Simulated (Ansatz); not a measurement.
**Co in Ansatz: the effect of functional**

The system is Co.

```
CELL_PARAMETERS angstrom
2.48837 0.00000 0.00000
-1.24419 2.15499 0.00000
0.00000 0.00000 4.04777
ATOMIC_POSITIONS crystal
Co 0.66667 0.33333 0.75000
Co 0.33333 0.66667 0.25000
```

The cell isn't the ideal one: volume scaled by 1.02.

Alike in all runs:

```yaml
Program: Ansatz 0.2.0
Task: single point
Potentials_or_basis: Ansatz PAW
k_mesh: 12 × 12 × 7
Occupations: fermi-dirac, width 0.05 eV
Spin: collinear spin, ferromagnetic start
Starting_moments: "[2.0, 2.0] μB"
```

```tsv
functional	cutoff	pressure (GPa)	moment (μB)
LDA	420 eV (not typed: the program's choice for these potentials)	?	?
r2SCAN	500 eV (not typed: the program's choice for these potentials)	-4.2	3.58
PBE	420 eV (not typed: the program's choice for these potentials)	0.4	3.25
```

Question: What does the run with functional LDA give?

Answer: Pressure -18.2 GPa; moment 3.15 μB.

Caveats: the PAW data sets come from PBE, with cores solved anew for the run's functional, which leaves a small shift of forces and pressure (some runs); the magnetic or orbital state may not be the lowest (some runs).
